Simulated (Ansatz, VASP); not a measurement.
## MnS: VASP and Ansatz over several settings

```
CELL_PARAMETERS angstrom
0.00000 2.55133 2.55133
2.55133 0.00000 2.55133
2.55133 2.55133 0.00000
ATOMIC_POSITIONS crystal
Mn 0.00000 0.00000 0.00000
S 0.50000 0.50000 0.50000
```

Change from the starting cell: volume scaled by 0.94.

Single points on this cell with VASP 6.6.1 and Ansatz 0.2.0. Each row is one pair of runs. Alike in all rows: spin: collinear, ferromagnetic start; k mesh: 9 × 9 × 9; smearing: fermi-dirac, width 0.05 eV; VASP's potentials, cutoff: VASP PAW PBE potentials, release 64 (Mn_pv, S), 520 eV.

```tsv
level	Ansatz's potentials, cutoff	gap on the k mesh at the Fermi level (eV), VASP	gap on the k mesh at the Fermi level (eV), Ansatz	pressure (GPa), VASP	pressure (GPa), Ansatz	net moment per atom (μB), VASP	net moment per atom (μB), Ansatz
PBE	Ansatz PAW, 420 eV	none	none	0.3	0.3	2.27	2.27
PBE	PseudoDojo stringent (PBE files), 1769 eV	none	none	0.3	0.5	2.27	2.28
PBE	Ansatz PAW polarizable, 420 eV	none	none	0.3	0.3	2.27	2.27
PBEsol	Ansatz PAW, 420 eV	none	none	-4.6	-4.8	2.25	2.25
```

Pressure (GPa): the two programs differ by at most 0.16; net moment per atom (μB): the two programs differ by at most 0.005.

A gap of «none» marks a metal or a gap that the smearing closes.

Caveats: a cell with one magnetic atom can't hold antiferromagnetic order, which such compounds often take (some rows); semilocal functionals often make such compounds metallic where correlation or magnetic order opens a gap, which also shifts bond lengths (some rows); the PAW data sets were made with another functional, which shifts forces and pressure a little (VASP); the PAW data sets come from PBE, with cores solved anew for the run's functional, which leaves a small shift of forces and pressure (Ansatz).
